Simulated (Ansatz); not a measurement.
# S: the cost of one run

Program: Ansatz 0.2.0. PAW datasets, plane waves, zero pressure. (Simulation; spin polarisation is off.)

## Step 1: Starting point

Space group P4mm (No. 99), tetragonal; conventional cell a = 16.829 Å, c = 20.447 Å, 723.89 Å³ an atom. Near S stand 2 S at 2.05 Å.

As a file:

Space group P4mm (No. 99). a = 16.829 Å, b = 16.829 Å, c = 20.447 Å, α = 90.00°, β = 90.00°, γ = 90.00°
```tsv
atom	site	symmetry	x	y	z
S	4f	.m.	0.3599	0.5000	0.4164
S	4d	..m	0.4009	0.4009	0.4636
```

## Step 2: Relaxation with PBE-D3(BJ)

File input.yaml:

```yaml
crystal:
  lattice:
    - [16.8291635, 0.0, 0.0]
    - [0.0, 16.8291635, 0.0]
    - [0.0, 0.0, 20.44743221]
  atoms:
    - { symbol: S, position: [0.35986916, 0.5, 0.41637011] }
    - { symbol: S, position: [0.40092381, 0.40092381, 0.46362989] }
    - { symbol: S, position: [0.40092381, 0.59907619, 0.46362989] }
    - { symbol: S, position: [0.5, 0.35986916, 0.41637011] }
    - { symbol: S, position: [0.5, 0.64013084, 0.41637011] }
    - { symbol: S, position: [0.59907619, 0.40092381, 0.46362989] }
    - { symbol: S, position: [0.59907619, 0.59907619, 0.46362989] }
    - { symbol: S, position: [0.64013084, 0.5, 0.41637011] }
kpoints:
  mp_grid: { grid: [2, 2, 2] }
hamiltonian:
  xc: pbe
  dispersion: d3bj
scf:
  occupations: { method: fermi_dirac, width: 0.02 }
relax:
  f_tol: 0.005
  cell: {}
```

Run with:

```console
ansatz run input.yaml --threads 4 --pin off --max-ram 5529MiB --backend cpu --events-out ev --progress --plain --runs-dir out
```

**Question.** How long does this run take on 4 threads of Intel Xeon at 2.50GHz (Skylake/Cascade Lake), shared host, and how much memory does it need?

About 4.8 min, with a peak of 4.1 GiB.
